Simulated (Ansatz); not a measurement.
**From the elastic tensor of HfO$_{2}$ at 5 GPa (stress–strain coefficients) to moduli and sound speeds**

Method: DFT PBE, scalar-relativistic, plane waves, PAW (Ansatz 0.2.0). Cutoff 420 eV, 6×6×6 k-points (Γ-centred), fixed occupations. No spin polarisation.

It takes space group P4_2/nmc (No. 137, tetragonal). Conventional cell: a = 3.580 Å, b = 3.580 Å, c = 5.191 Å, α = 90.00°, β = 90.00°, γ = 90.00°. Around Hf (site symmetry -4m2) lie 8 O at 2.07 to 2.38 Å. Around O (site symmetry 2mm) lie 4 Hf at 2.07 to 2.38 Å.

Spin–orbit coupling is left out, which can shift energies with elements as heavy as these. Other phases may be more stable at this pressure.

Relaxed-ion constants (GPa, on the Cartesian axes of the calculation):
C11 = 388.8, C12 = 244.3, C13 = 78.7, C22 = 388.8, C23 = 78.7, C33 = 319.3, C44 = 23.9, C55 = 23.9, C66 = 177.1 GPa; the others vanish.

Density 10.504 g/cm³; 6 atoms in 66.55 Å³.

The values that follow are for a polycrystal of randomly turned grains, by Hill's mean where one number stands. In a crystal this anisotropic the Voigt and Reuss bounds lie far apart, so Hill's mean and the sound speeds and Debye temperature from it are rough.

| Property | Result |
| --- | --- |
| Bulk modulus, Voigt / Reuss / Hill | 211.1 / 198.3 / 204.7 GPa |
| Shear modulus, Voigt / Reuss / Hill | 91.3 / 45.6 / 68.5 GPa |
| Young's modulus | 185 GPa |
| Poisson ratio | 0.350 |
| Pugh ratio B/G | 2.99 |
| Universal anisotropy index | 5.09 |
| Longitudinal and transverse sound speeds | 5309 and 2553 m/s |
| Debye temperature from the mean sound speed | 383 K |

This form isn't the usual stable structure of the compound at low pressure.

Cost: 1 run of about 11 core-minutes, on AMD EPYC 7R43 (Zen 3) (shared hosts).